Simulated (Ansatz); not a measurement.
Input and command of a plane-wave DFT calculation in Ansatz:

```yaml
crystal:
  lattice:
    - [2.9193980238, 0.0, 0.0]
    - [-1.4596990119, 2.5282728524, 0.0]
    - [0.0, 0.0, 4.713]
  atoms:
    - { symbol: Ti, position: [0.6666666667, 0.3333333333, 0.27874] }
    - { symbol: Ti, position: [0.3333333333, 0.6666666667, 0.72126] }
    - { symbol: O, position: [0.0, 0.0, 0.0] }
basis:
  ecutwfc: 300
kpoints:
  mp_grid: { grid: [18, 18, 10] }
hamiltonian:
  xc: r2scan
scf:
  occupations: { method: gaussian, width: 0.1 }
output:
  forces: true
  stress: true
  eigenvalues: true
```

```bash
ansatz run input.yaml --threads 1 --pin off --max-ram 2560MiB --backend cpu --events-out ev --progress --plain --runs-dir out
```

Processor: Intel(R) Xeon(R) Processor @ 2.50GHz (Skylake/Cascade Lake), 1 thread, on a host shared with other jobs.

Q: How long does it run, and how much memory does it take?

A: About 30 s on 1 thread of Intel(R) Xeon(R) Processor @ 2.50GHz (Skylake/Cascade Lake), with other jobs on the host, peak memory 0.46 GiB. It solves 19 bands at 330 k points (the mesh reduced by symmetry) with about 391 plane waves, in 8 SCF iterations.
